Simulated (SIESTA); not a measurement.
Crystal: CuI (Marshite).

```
I Cu
1.0
     0.00000    3.03150    3.03150
     3.03150    0.00000    3.03150
     3.03150    3.03150    0.00000
I Cu
1 1
Direct
  0.00000 0.00000 0.00000
  0.75000 0.75000 0.75000
```

Base run:

| Item | Value |
| --- | --- |
| Program | SIESTA 5.4.2 |
| Functional | vdW-DF-cx |
| Potentials or basis | PseudoDojo 0.4 standard (PBE files) |
| Basis | DZP (energy shift 0.003 Ry; two zetas on semicore shells) |
| Grid cutoff | 800 Ry |
| Energy shift | 0.003 Ry |
| k mesh | 8 × 8 × 8 |
| Occupations | fermi-dirac, width 0.05 eV |
| Spin | no spin polarisation |

Its results: band gap on the k mesh 1.66 eV, direct; pressure -0.6 GPa.

Problem. The run is repeated on the same cell with these changes: functional from vdW-DF-cx to BLYP. What comes out?

Solution. Band gap on the k mesh 1.78 eV, direct; pressure 4.7 GPa.

Caveats: short orbitals over semicore shells can move pressures by several GPa; the potentials were made for another functional, which shifts forces and pressure; spin-orbit coupling is left out, which moves the levels of the heavy elements; the basis of atomic orbitals isn't converged, which shifts pressures, moduli and gaps.
